Q: Here are the optical vibrations of rhombohedral BaTiO₃ at the zone centre. Why do a few levels absorb so much infrared light, when every one of them moves charged atoms?

Zone-centre optical phonons of rhombohedral BaTiO3 (R3m, 5 atoms per cell), relaxed with PBEsol to a = 5.635, c = 6.925 Å (hexagonal axes). Ansatz 0.2.0, density-functional perturbation theory, PBEsol, plane-wave PAW, cutoff 420 eV, k mesh 6×6×6. Frequencies omit the longitudinal (LO–TO) term; intensities are summed over each degenerate level.

| row | phonon frequency (cm⁻¹) | phonon degeneracy | phonon infrared intensity ((debye/Å)²/amu) |
| --- | --- | --- | --- |
| 1 | 163.9 | 2 | 31.2 |
| 2 | 168.1 | 1 | 5.45 |
| 3 | 206.9 | 2 | 105 |
| 4 | 262.0 | 1 | 44.3 |
| 5 | 275.2 | 1 | 0 |
| 6 | 293.0 | 2 | 0.001 |
| 7 | 472.7 | 2 | 14.7 |
| 8 | 517.1 | 1 | 9.19 |

A: Light has a wavelength far longer than the cell, so its electric field pushes every cell in the same way. Positive ions go one way and negative ions the other. A vibration absorbs strongly if its own motion resembles this push, and weakly if the dipoles of its atoms cancel. The infrared intensity measures that resemblance: it is the squared change of the dipole, with the moving masses taken into account.

Q: Then row 3, with half of all the intensity, resembles the push best?

A: Not quite, because row 3 is a doublet. Its degeneracy of 2 means two vibrations of equal frequency, one for each direction across the polar axis, and the table adds their intensities. Row 4 is a single vibration whose dipole lies along the axis. The summed intensities differ by a factor of 2.4, but per direction the factor is only 1.2, so most of the contrast is a matter of counting.

Q: How do I judge the resemblance itself?

A: Imagine the atoms released from their springs and pushed by the field. Each starts to move in proportion to its Born charge, the dipole it creates per unit shift, divided by its mass. Along the axis titanium goes one way, oxygen goes the other way about 1.5 times as far and also slips sideways, and heavy barium moves little. The true vibrations are independent patterns, at right angles to each other once displacements are weighted by mass. They therefore divide a fixed total intensity among themselves, and the share of each is its squared overlap with the pushed pattern.

Q: Can that total be found without knowing the vibrations?

A: Yes. For one field direction it is

$$S=\sum_\kappa \frac{|Z_\kappa|^2}{M_\kappa},$$

where $M_\kappa$ is the mass of atom $\kappa$ and $Z_\kappa$ collects the dipoles along the field that its shifts create. A shift of the whole crystal creates no dipole and takes no share. With the Born charges of the same calculation, the polar axis gives

$$S\approx\frac{5.73^2}{48}+\frac{2.77^2}{137}+3\,\frac{2.83^2+1.28^2}{16}\approx 0.68+0.06+1.81=2.55$$

in squared electron charges per atomic mass unit. The terms belong to titanium, barium and the three oxygens; the 1.28 arises because an oxygen moving sideways also creates a dipole along the axis. One electron charge is 4.8 debye/Å, so the total is $2.55\times4.8^2\approx59$ in the table's unit.

Q: And the table?

A: Rows 2, 4 and 8 also add up to 59, and the doublets likewise agree closely with their own total. This had to happen, since the intensities were computed from the same charges, so it doesn't test the charges against nature. What it adds is the origin of the intensity: oxygen supplies about 71 % of the total along the axis and titanium 27 %. Charges and masses can't tell how the total is divided among the levels, because that depends on the springs.

Q: So what do the shares say about the strong levels?

A: Row 4 takes 75 % of the intensity along the axis, and row 3 takes 70 % of that across it. Both therefore lie close to the pushed pattern, and since that pattern is mostly titanium against oxygen, both are expected to be largely this motion, though the shares alone don't prove it. The other levels divide what is left. Barium moving against the rest is expected to absorb weakly because barium is heavy and its charge modest, and a deformation of the oxygen octahedron because oxygens moving against one another partly cancel their dipoles. The printed output lists the shares level by level.

Q: What moves in the weaker levels?

A: Here I argue from masses and bonds. The lowest pair, rows 1 and 2, should be largely heavy barium moving against the rest. The highest pair, rows 7 and 8, should be light oxygen working against stiff titanium–oxygen bonds. Row 1 has a share of 21 %, against 9 % for row 2. My guess is that row 1 borrows more because it lies closer in frequency to its strong partner, row 3, than row 2 does to row 4.

Q: Row 5 has no intensity at all. Do its atoms stand still?

A: Three of them move. Symmetry allows exactly one vibration of this kind, so its pattern is known: barium and titanium rest on the threefold axis, while the three oxygens shift sideways around it. Their dipoles point 120° apart and cancel exactly. Row 6 is allowed to absorb, yet has almost no intensity.

Q: Why is it dark, if it is allowed?

A: Compare the cubic structure. There the twelve optical vibrations form four triplets, three that absorb and one that is silent. The rhombohedral distortion splits each triplet into a single level and a doublet. Rows 5 and 6 fit the two pieces of the silent triplet, and row 6 has evidently gained very little from the distortion. This family tree rests on symmetry and on the intensities, not on a comparison of the motions themselves.

Q: By that reasoning rows 3 and 4 would be one level in the cubic crystal. Why are they now 55 cm⁻¹ apart?

A: The rhombohedral crystal already has a polarisation, and it lies along the axis. Motion along the axis makes this polarisation longer or shorter, which climbs the wall of the energy valley. Motion across the axis turns it, and turning usually costs less. That is the standard picture of a ferroelectric, and the order of rows 3 and 4 agrees with it, though the table doesn't isolate this cause.

Q: I work with capacitors. Does the strongest absorption also give the largest dielectric constant?

A: In each direction the strongest absorber here also makes the largest ionic contribution, but intensity alone is a poor guide. In a steady field a soft spring yields further, so each level counts as its intensity divided by the square of its frequency. Row 8 has 16 % of the intensity along the axis but only 4 % of the ionic response. Row 1 gains instead, from 21 % to 32 % across the axis.

Q: Does this also make the crystal respond differently in the two directions?

A: Yes. The ions contribute about 62 to the static dielectric constant across the axis and 29 along it, a ratio of 2.1. Larger intensity accounts for a factor of 1.3 and lower frequencies for 1.6, so softness matters more than charge. These values are for a cell of fixed shape. In a slowly varying field this polar crystal also strains, which adds to its response. Don't carry these values over to a component at room temperature, where BaTiO₃ is tetragonal. Even for this low-temperature phase they are delicate: soft polar vibrations depend strongly on volume, and these values belong to the relaxed PBEsol cell, whose dimensions are printed above the table; compare its volume with the measured one before using them. The PAW datasets were also made for PBE, not for PBEsol.

Printed output of the fit:

```
Levels per direction:
  row  step from the row before in cm-1  intensity per direction  percent of intensity in that direction  percent of ionic dielectric response
    1                               n/a                     15.6                                   20.68                                 31.56
    2                               4.2                     5.45                                   9.247                                  22.1
    3                              38.8                     52.5                                   69.58                                 66.65
    4                              55.1                     44.3                                   75.16                                 73.96
    5                              13.2                        0                                       0                                     0
    6                              17.8                   0.0005                               0.0006627                             0.0003165
    7                             179.7                     7.35                                   9.741                                 1.788
    8                              44.4                     9.19                                   15.59                                 3.939
Number of optical modes: 12
Strongest doublet, percent of all intensity: 50.04
Strongest doublet over strongest single level, summed intensity: 2.37
Same ratio per direction: 1.185
Total intensity along the axis from the table, (debye/A)^2/amu: 58.94
Total intensity along the axis from charges and masses, (debye/A)^2/amu: 58.92
Total intensity per direction across the axis from the table, (debye/A)^2/amu: 75.45
Total intensity per direction across the axis from charges and masses, (debye/A)^2/amu: 75.31
Oxygen, titanium and barium parts along the axis, percent, oxygen: 70.99
Titanium part along the axis, percent: 26.82
Barium part along the axis, percent: 2.19
Driven pattern along the axis, oxygen shift over titanium shift, opposite in sign: 1.48
Ionic dielectric part across the axis: 61.72
Ionic dielectric part along the axis: 29.31
Ionic response across over along, from intensities and frequencies: 2.109
Part of this ratio due to intensity: 1.28
Part of this ratio due to lower frequencies: 1.647
```
